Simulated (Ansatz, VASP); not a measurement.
Cs in VASP and in Ansatz

```xyz
1
Lattice="0.0000 3.9768 3.9768 3.9768 0.0000 3.9768 3.9768 3.9768 0.0000" Properties=species:S:1:pos:R:3 pbc="T T T"
Cs    0.0000    0.0000    0.0000
```

Alike in both runs: task single point; functional RPBE; k mesh 8 × 8 × 8; occupations fermi-dirac, width 0.1 eV; no spin polarisation.

|  | VASP | Ansatz |
| --- | --- | --- |
| version | VASP 6.6.1 | Ansatz 0.2.0 |
| potentials or method | VASP PAW PBE potentials, release 64 (Cs_sv) | plane waves (420 eV) with PAW, scalar-relativistic |
| plane-wave cutoff (eV) | 520 | 420 |
| valence electrons in the cell | 9 | 9 |

|  | VASP | Ansatz | Ansatz less VASP |
| --- | --- | --- | --- |
| pressure (GPa) | 0.1 | 0.1 | +0.01 |

Caveats: the PAW data sets were made with another functional, which shifts forces and pressure a little (VASP). The runs have no spin-orbit coupling, so splittings on Cs are missing.
